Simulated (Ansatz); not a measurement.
# BeSe (zincblende): G0W0 against its settings

BeSe built on the zincblende prototype, relaxed with r2SCAN; one-shot G0W0 in Ansatz without spin-orbit coupling. Spin-unpolarised throughout; all numbers are computed.

```cif
data_structure
_symmetry_space_group_name_H-M 'F-43m'
_symmetry_Int_Tables_number 216
_cell_length_a 5.1621
_cell_length_b 5.1621
_cell_length_c 5.1621
_cell_angle_alpha 90.000
_cell_angle_beta 90.000
_cell_angle_gamma 90.000
_cell_volume 137.55
loop_
_atom_site_label
_atom_site_type_symbol
_atom_site_symmetry_multiplicity
_atom_site_Wyckoff_symbol
_atom_site_fract_x
_atom_site_fract_y
_atom_site_fract_z
_atom_site_occupancy
Be1 Be 4 a 0.00000 0.00000 0.00000 1
Se1 Se 4 d 0.25000 0.25000 0.75000 1
```

Gaps are read over the mesh points alone. G0W0 here is at a finite number of bands, screening cutoff and k mesh, not at the basis limit.

| start | potentials | frequency model | mesh | empty bands | screening cutoff (eV) | Kohn-Sham gap (eV) | G0W0 gap (eV) |
| --- | --- | --- | --- | --- | --- | --- | --- |
| PBE | PAW | contour deformation | 6×6×6 | 78 | 100 | 2.65 | 3.69 |
| PBE | PAW | contour deformation | 6×6×6 | 188 | 180 | 2.65 | 3.86 |
| PBE | PAW | contour deformation | 6×6×6 | 365 | 260 | 2.65 | 3.92 |
| HSE06 | PAW | contour deformation | 6×6×6 | 188 | 180 | 3.49 | 4.20 |
| r2SCAN | PAW | contour deformation | 6×6×6 | 188 | 180 | 3.12 | 4.05 |
| PBE0 | PAW | contour deformation | 6×6×6 | 188 | 180 | 4.17 | 4.38 |
| PBE | PAW | Godby-Needs pole | 6×6×6 | 188 | 180 | 2.65 | 3.80 |
| PBE | PAW | contour deformation | 8×8×8 | 55 | 80 | 2.66 | 3.60 |
| PBE | norm-conserving | contour deformation | 6×6×6 | 188 | 180 | 2.66 | 3.83 |

The quasiparticle gap on this mesh is 3.92 eV (Γ to X), against 2.65 eV from PBE: +1.27 eV. Renormalisation factors Z lie between 0.77 and 0.82.

Raising bands and cutoff together moves the gap by +0.17 eV (100 to 180 eV), then +0.06 eV (180 to 260 eV); the last step is still large, so the basis limit isn't reached. Starting from HSE06 (3.49 eV against PBE's 2.65 eV) gives 4.20 eV, +0.34 eV from G0W0@PBE at the same screening cutoff. Starting from r2SCAN (3.12 eV against PBE's 2.65 eV) gives 4.05 eV, +0.19 eV from G0W0@PBE at the same screening cutoff. Starting from PBE0 (4.17 eV against PBE's 2.65 eV) gives 4.38 eV, +0.52 eV from G0W0@PBE at the same screening cutoff. The Godby-Needs plasmon pole differs from contour deformation by -0.06 eV. Norm-conserving potentials (wave cutoff 1800 eV against 420 eV) shift the quasiparticle gap by -0.03 eV and the PBE gap by +0.01 eV. r2SCAN runs take a wave cutoff of 500 eV.
